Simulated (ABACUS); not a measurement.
ZrSe2 under changes of volume

One of the cells (25.784 Å³/atom); the others are scaled copies at fixed shape and fractional positions:

```
Zr Se
1.0
     3.79800    0.00000    0.00000
    -1.89900    3.28916    0.00000
     0.00000    0.00000    6.19200
Zr Se
1 2
Direct
  0.00000 0.00000 0.00000
  0.66667 0.33333 0.75000
  0.33333 0.66667 0.25000
```

```yaml
Program: ABACUS 3.10.1
Functional: PBEsol
Potentials_or_basis: PseudoDojo NC SR 0.4.1 PBEsol standard
Cutoff: 1184 eV
Density_cutoff: 4735 eV
Basis: plane waves
k_mesh: 8 × 8 × 5
Occupations: fermi-dirac, width 0.05 eV
Spin: no spin polarisation
```

```tsv
volume (Å³/atom)	energy over the lowest point (meV/atom)	pressure (GPa)	gap on the mesh (eV)	largest force (eV/Å)
24.237	14.58	4.2	0.28	0.812
24.753	4.25	2.2	0.31	0.553
25.268	0.00	0.4	0.33	0.311
25.784	?	?	?	?
26.300	7.38	-2.6	0.38	0.122
26.815	18.00	-4.0	0.40	0.315
27.331	32.62	-5.1	0.42	0.494
```

**Question.** What does the run at 25.784 Å³/atom give?

**Answer.** Energy over the lowest point 1.22 meV/atom; pressure -1.2 GPa; gap on the mesh 0.35 eV; largest force 0.085 eV/Å.

Worked out: A Birch-Murnaghan fit of order 3 (a polynomial in V^(-2/3)) to the other rows has its minimum at 25.40 Å³/atom with B0 = V·E''(V) = 81 GPa and B' = 4.1 at fixed shape and positions, which overstates the stiffness. It gives 1.22 meV/atom at 25.784 Å³/atom, against the run's 1.22, and -dE/dV = -1.2 GPa, against -1.2. A straight line through the other rows of the gap, of slope 1.16 eV per unit of ln V, gives 0.35 eV, against the run's 0.35.

Energies are extrapolated to zero smearing.

Caveats: an odd mesh through Γ misses points on the zone boundary, where band edges often lie; this functional lacks dispersion, which binds the layers, so the pressure and a relaxed spacing across them are unreliable. Spin-orbit coupling on Se, Zr is left out.
